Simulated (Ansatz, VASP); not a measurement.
**SnSe in VASP and in Ansatz**

```
Sn Se
1.0
     0.00000    3.01000    3.01000
     3.01000    0.00000    3.01000
     3.01000    3.01000    0.00000
Sn Se
1 1
Direct
  0.00000 0.00000 0.00000
  0.50000 0.50000 0.50000
```

Measurements of this composition are mostly on another form, of space group No. 62.

Alike in both runs: functional RPBE; k mesh 8 × 8 × 8; occupations fermi-dirac, width 0.05 eV; no spin polarisation.

|  | VASP | Ansatz |
| --- | --- | --- |
| version | VASP 6.6.1 | Ansatz 0.2.0 |
| potentials or method | VASP PAW PBE potentials, release 64 (Sn_d, Se), cutoff 520 eV | all-electron LAPW, scalar-relativistic |
| task | single point | band structure |

|  | VASP | Ansatz | Ansatz less VASP |
| --- | --- | --- | --- |
| gap on the k mesh at the Fermi level (eV) | 0.54 | 0.54 | 0.000 |
| least direct gap on the mesh (eV) | 0.54 | 0.54 | 0.000 |
| pressure (GPa) | 2.6 | 2.6 | 0.00 |

Ansatz ran all-electron here, so the differences hold the error of VASP's frozen core and of both bases.

Caveats: spin-orbit coupling is left out, which moves the levels of the heavy elements; the PAW data sets were made with another functional, which shifts forces and pressure a little (VASP); the mesh misses the band edges, which the band path finds closer together (Ansatz).
